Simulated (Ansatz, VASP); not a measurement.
TaN in VASP and in Ansatz

The input INCAR:

```
PREC = Accurate ; ENCUT = 520
EDIFF = 1E-6 ; ISMEAR = 0
SIGMA = 0.05 ; LREAL = F
LASPH = T ; NELM = 150
ALGO = Normal ; ISIF = 2
LWAVE = F ; LCHARG = F
ISPIN = 2 ; MAGMOM = 2 2 0 0
LORBIT = 11 ; LMAXMIX = 4
LDAU = T ; LDAUTYPE = 2
LDAUL = 2 -1 ; LDAUU = 4 0
LDAUJ = 0 0 ; LDAUPRINT = 1
GGA = PS ; NBANDS = 28
```

The input KPOINTS:

```
Automatic mesh
0
Gamma
  7 7 4
```

Contents of POSCAR:

```
TaN
1.0
    3.0480018400      0.0000000000      0.0000000000
   -1.5240009200      2.6396470300      0.0000000000
    0.0000000000      0.0000000000      4.9179997800
Ta N
2 2
Direct
    0.0000000000      0.0000000000      0.0000000000
    0.0000000000      0.0000000000      0.5000000000
    0.3333333333      0.6666666667      0.2500000000
    0.6666666667      0.3333333333      0.7500000000
```

Input for Ansatz:

```yaml
crystal:
  lattice:
    - [3.04800184, 0.0, 0.0]
    - [-1.52400092, 2.63964703, 0.0]
    - [0.0, 0.0, 4.91799978]
  atoms:
    - { symbol: Ta, position: [0.0, 0.0, 0.0], spin: 2.0 }
    - { symbol: Ta, position: [0.0, 0.0, 0.5], spin: 2.0 }
    - { symbol: "N", position: [0.3333333333, 0.6666666667, 0.25] }
    - { symbol: "N", position: [0.6666666667, 0.3333333333, 0.75] }
basis:
  ecutwfc: 420
  ecutrho_ratio: 4
kpoints:
  mp_grid: { grid: [7, 7, 4] }
hamiltonian:
  xc: pbesol
  hubbard:
    sites: [{ site: 0, l: d, u_eff: 4.0 }, { site: 1, l: d, u_eff: 4.0 }]
scf:
  occupations: { method: gaussian, width: 0.05 }
  lower_state_search: "off"
  max_iter: 150
output:
  forces: true
  stress: true
  eigenvalues: true
  populations: true
  hubbard: { sites: [{ site: 0, l: d }, { site: 1, l: d }] }
magnetization:
  spin_polarized: true
```

Alike in both runs: task single point; functional PBEsol; k mesh 7 × 7 × 4; occupations gaussian, width 0.05 eV; collinear spin; Hubbard terms Ta d U = 4.0 eV.

|  | VASP | Ansatz |
| --- | --- | --- |
| version | VASP 6.6.1 | Ansatz 0.2.0 |
| potentials or method | VASP PAW PBE potentials, release 64 (Ta_pv, N) | scalar-relativistic, plane waves, PAW |
| plane-wave cutoff (eV) | 520 | 420 |
| valence electrons in the cell | 32 | 36 |

```tsv
	VASP	Ansatz	Ansatz less VASP
gap on the k mesh at the Fermi level (eV)	none	none	-
net moment per atom (μB)	0.00	0.00	-0.001
```

The programs project onto different local orbitals, so the same U acts differently. A gap of «none» marks a metal or a gap that the smearing closes. The two sets of potentials don't hold the same shells in valence. Ansatz warned: «filled_band_counts_differ_across_k_points».

 The state reached can hang on the start; a lower one may exist. The runs have no spin-orbit coupling, so splittings on Ta are missing.
